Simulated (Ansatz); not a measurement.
# Bi: the cost of one run

Program: Ansatz 0.2.0. Level of theory: DFT PBE, scalar-relativistic. These are calculated values, not measurements.

## (1) Starting point

The structure is hexagonal, space group P6_3/mmc (No. 194). The conventional cell has a = 4.539 Å, b = 4.539 Å, c = 11.829 Å, α = 90.00°, β = 90.00°, γ = 120.00°.

As a file:

```cif
data_structure
_symmetry_space_group_name_H-M 'P6_3/mmc'
_symmetry_Int_Tables_number 194
_cell_length_a 4.5390
_cell_length_b 4.5390
_cell_length_c 11.8290
_cell_angle_alpha 90.000
_cell_angle_beta 90.000
_cell_angle_gamma 120.000
_cell_volume 211.06
loop_
_atom_site_label
_atom_site_type_symbol
_atom_site_symmetry_multiplicity
_atom_site_Wyckoff_symbol
_atom_site_fract_x
_atom_site_fract_y
_atom_site_fract_z
_atom_site_occupancy
Bi1 Bi 2 c 0.33333 0.66667 0.25000 1
```

The file gives the conventional cell by its symmetry; the runs use the cell typed in the input.

Atoms are numbered in the order of the input: Bi1, Bi2.

## (2) After the deformation

Space group P6_3/mmc before, P6_3/mmc after.

## (3) LAPW, all electrons

Contents of input.yaml:

```yaml
crystal:
  lattice:
    - [4.5390002997, 0.0, 0.0]
    - [-2.2695001499, 3.9308895674, 0.0]
    - [0.0, 0.0, 12.06558]
  atoms:
    - { symbol: Bi, position: [0.3333333333, 0.6666666667, 0.25] }
    - { symbol: Bi, position: [0.6666666667, 0.3333333333, 0.75] }
kpoints:
  mp_grid: { grid: [9, 9, 3] }
  band_path:
    path:
      - [0.0, 0.0, 0.0]
      - [0.5, 0.0, 0.0]
      - [0.3333333333, 0.3333333333, 0.0]
      - [0.0, 0.0, 0.0]
      - [0.0, 0.0, 0.5]
      - [0.5, 0.0, 0.5]
      - [0.3333333333, 0.3333333333, 0.5]
      - [0.0, 0.0, 0.5]
      - [0.5, 0.0, 0.5]
    npoints: 5
scf:
  occupations: { method: fermi_dirac, width: 0.03 }
hamiltonian:
  xc: pbe
  pseudopotentials: { kind: all_electron, lapw: { basis_error: 0.0005 } }
output:
  forces: true
  stress: true
  eigenvalues: true
```

On the command line:

```bash
ansatz run input.yaml --threads 1 --pin off --max-ram 3072MiB --backend cpu --events-out ev --progress --plain --runs-dir out
```

Q: Estimate wall time and peak memory on 1 thread of Intel Xeon Platinum 8488C (Sapphire Rapids), shared host.

About 6.3 s, with a peak of 0.3 GiB.
